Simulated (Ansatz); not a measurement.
The calculation used DFT PBE, scalar-relativistic, plane waves, PAW in Ansatz. All cells share a 420 eV cutoff and Γ-centred k meshes spaced at most about 0.3 Å⁻¹ (about 0.25 or finer for metals, 2π included). No spin polarisation in the final relaxations.

All energies are static (0 K, no zero-point motion).

Two relaxed structures of C:

1.

```
CELL_PARAMETERS angstrom
3.52770 2.03672 0.84673
-3.52770 2.03672 0.84673
0.00000 -4.07344 0.84673
ATOMIC_POSITIONS crystal
C 0.83801 0.21245 0.83801
C 0.16199 0.16199 0.78755
C 0.21245 0.83801 0.83801
C 0.78755 0.16199 0.16199
C 0.83801 0.83801 0.21245
C 0.16199 0.78755 0.16199
```

2.

```
CELL_PARAMETERS angstrom
-1.26939 1.26939 4.32626
1.26939 -1.26939 4.32626
1.26939 1.26939 -4.32626
ATOMIC_POSITIONS crystal
C 0.08617 0.08617 0.00000
C 0.83617 0.33617 0.50000
C 0.91383 0.91383 0.00000
C 0.66383 0.16383 0.50000
```

**Question.** Which would you expect to be lower, and how large is the difference?

**Answer.** Cell 2 is lower, by 97 meV/atom. Cell 1 has space group R-3m (No. 166), 6.1 Å³/atom and no gap on its mesh; cell 2 has space group I4_1/amd (No. 141), 7.0 Å³/atom and no gap. Counting all near atoms (those within 1.25 times the shortest such distance or 1.15 times the sum of covalent radii; a plus sign parts nearer from farther groups), cell 1 has C 3+1 and cell 2 has C 3. The lower one is the more open, so pressure narrows the difference. In cell 1, C is surrounded by 3 C at 1.46–1.54 Å and 1 C at 1.82 Å. In cell 2, C has 3 C at 1.44–1.49 Å. Both come from invented guesses. The part of the Crystallography Open Database at hand lists C in space groups No. 58, 69, 71, 141, 166 and others; sharing a group (I4_1/amd and R-3m) doesn't make a cell the listed structure.

The zero gap of R-3m may come from the functional, which often closes small gaps, or the cell may be a true semimetal.

The 97 meV/atom preference for the I4_1/amd cell probably reflects how well each network uses carbon's fourth valence electron. In that cell the coordinates give planar, three-bonded atoms in zigzag chains, with chains in perpendicular planes joined by the longer bonds. The π orbitals overlap along each chain but are orthogonal across the links, which fits the 1.44–1.49 Å spread. Evenly spaced chains with one π electron per atom also account naturally for the missing gap.

In the R-3m cell the three short bonds are pyramidal, and the remaining orbital points towards a neighbour at 1.82 Å, too far for a normal single bond. These atoms are caught between sp² and sp³, with neither good π overlap nor a full fourth σ bond. Compression could strengthen that contact, though no such transformation is shown.

The ordering concerns these two networks only and doesn't make the lower one competitive with graphite or diamond. Whether its chains would gain energy by bond alternation, as in polyacetylene, also remains open.
